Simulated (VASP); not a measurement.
The system is Te2Mo.

```
Te Mo
1.0
     6.33000    0.00000    0.00000
     0.00000    3.46900    0.00000
    -0.94679    0.00000   13.82762
Te Mo
8 4
Direct
  0.55680 0.75000 0.35160
  0.44320 0.25000 0.64840
  0.58880 0.25000 0.10450
  0.41120 0.75000 0.89550
  0.09700 0.75000 0.14860
  0.90300 0.25000 0.85140
  0.05630 0.25000 0.39550
  0.94370 0.75000 0.60450
  0.31810 0.75000 0.50660
  0.68190 0.25000 0.49340
  0.18330 0.25000 0.00740
  0.81670 0.75000 0.99260
```

- Program: VASP 6.6.1
- Task: relaxation of cell and atoms
- Functional: PBE
- Dispersion: D3(BJ)
- Potentials or basis: VASP PAW PBE potentials, release 64 (Te, Mo_sv)
- Cutoff: 600 eV
- k mesh: 4 × 8 × 2
- Occupations: gaussian, width 0.03 eV
- Spin: no spin polarisation

At the start: pressure -0.8 GPa; volume 25.30 Å³/atom.

**Question.** How do energy, volume and symmetry change on relaxing?

**Answer.** Over 21 steps the energy falls by 7.1 meV/atom and the volume is 24.23 Å³/atom (-4.2 %); space group P2_1/m (No. 11, to 0.05 Å).

The path:
| step | energy change (eV) | largest force (eV/Å) | pressure (GPa) | volume (Å³) |
| --- | --- | --- | --- | --- |
| 1 | 0.0000 | 0.1568 | -0.84 | 303.64 |
| 2 | -0.0106 | 0.3903 | 0.87 | 297.84 |
| 3 | -0.0136 | 0.3098 | 0.32 | 299.67 |
| 4 | -0.0316 | 0.2104 | 0.20 | 298.18 |
| 5 | -0.0445 | 0.1998 | 0.01 | 295.09 |
| 6 | -0.0609 | 0.0741 | -0.06 | 293.63 |
| 7 | -0.0684 | 0.1804 | -0.12 | 291.41 |
| 8 | -0.0783 | 0.1162 | 0.38 | 289.22 |
| 9 | -0.0791 | 0.1112 | 0.29 | 289.63 |
| 10 | -0.0808 | 0.1130 | -0.39 | 291.25 |
| 11 | -0.0817 | 0.0944 | -0.15 | 290.65 |
| 12 | -0.0844 | 0.0465 | 0.03 | 290.32 |
| 13 | -0.0846 | 0.0446 | 0.10 | 290.19 |
| 14 | -0.0851 | 0.0403 | -0.12 | 290.75 |
| 15 | -0.0853 | 0.0265 | -0.06 | 290.59 |
| 16 | -0.0855 | 0.0206 | 0.08 | 290.30 |
| 17 | -0.0855 | 0.0198 | 0.06 | 290.34 |
| 18 | -0.0856 | 0.0212 | 0.01 | 290.56 |
| 19 | -0.0856 | 0.0214 | 0.00 | 290.58 |
| 20 | -0.0857 | 0.0131 | 0.00 | 290.68 |
| 21 | -0.0858 | 0.0080 | 0.00 | 290.77 |

Final structure:
```
Te Mo
1.0
     6.34344    0.00000    0.00476
     0.00000    3.46922    0.00000
    -0.93864    0.00000   13.21199
Te Mo
8 4
Direct
  0.55800 0.75000 0.34473
  0.44200 0.25000 0.65527
  0.58796 0.25000 0.10682
  0.41204 0.75000 0.89318
  0.09582 0.75000 0.15571
  0.90418 0.25000 0.84429
  0.05399 0.25000 0.39276
  0.94601 0.75000 0.60724
  0.31958 0.75000 0.50620
  0.68042 0.25000 0.49380
  0.18288 0.25000 0.00769
  0.81712 0.75000 0.99231
```

Caveat: pairwise dispersion overbinds metals, which lowers pressure and volume.
